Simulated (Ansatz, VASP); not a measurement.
**Two plane-wave programs on BN**

The input INCAR:

```
ALGO = Normal
EDIFF = 1E-7
ENCUT = 520
GGA = PE
ISIF = 2
ISMEAR = 0
IVDW = 12
LASPH = T
LCHARG = F
LREAL = F
LWAVE = F
NBANDS = 16
NELM = 100
PREC = Accurate
SIGMA = 0.01
```

KPOINTS

```
k-points
0
Gamma
  9 9 4
```

Contents of POSCAR:

```
BN
1.0
    2.5439500013      0.0000000000      0.0000000000
   -1.2719750007      2.2031253271      0.0000000000
    0.0000000000      0.0000000000      4.2078153363
B N
2 2
Direct
    0.3333333333      0.6666666667      0.0002034648
    0.6666666667      0.3333333333      0.5002034648
    0.3333333333      0.6666666667      0.3747965352
    0.6666666667      0.3333333333      0.8747965352
```

Input for Ansatz:

```yaml
crystal:
  lattice:
    - [2.5439500013, 0.0, 0.0]
    - [-1.2719750007, 2.2031253271, 0.0]
    - [0.0, 0.0, 4.2078153363]
  atoms:
    - { symbol: B, position: [0.3333333333, 0.6666666667, 0.0002034648] }
    - { symbol: B, position: [0.6666666667, 0.3333333333, 0.5002034648] }
    - { symbol: "N", position: [0.3333333333, 0.6666666667, 0.3747965352] }
    - { symbol: "N", position: [0.6666666667, 0.3333333333, 0.8747965352] }
kpoints:
  mp_grid: { grid: [9, 9, 4] }
hamiltonian:
  xc: pbe
  dispersion: d3bj
scf:
  occupations: { method: fixed }
  n_extra_bands: 5
output:
  forces: true
  stress: true
  eigenvalues: true
```

Alike in both runs: task single point; functional PBE; dispersion D3(BJ); k mesh 9 × 9 × 4; no spin polarisation.

|  | VASP | Ansatz |
| --- | --- | --- |
| version | VASP 6.6.1 | Ansatz 0.2.0 |
| potentials or method | VASP PAW PBE potentials, release 64 (B, N) | plane waves |
| plane-wave cutoff (eV) | 520 | 420 |
| occupations | gaussian, width 0.01 eV | fixed |
| valence electrons in the cell | 16 | 16 |

|  | VASP | Ansatz | Ansatz less VASP |
| --- | --- | --- | --- |
| gap on the k mesh at the Fermi level (eV) | 5.19 | 5.21 | +0.018 |
| pressure (GPa) | -0.8 | -1.1 | -0.28 |
| largest component of the traceless stress (GPa) | 0.12 | 0.08 | -0.043 |
| rms of the force components (eV/Å) | 0.004 | 0.003 | -0.0012 |
| dispersion energy (meV/atom) | -209.6 | -209.6 | -0.03 |

Atom by atom the forces differ by 0.001 eV/Å (rms over components).

Caveats: an odd mesh through Γ misses points on the zone boundary, where band edges often lie.
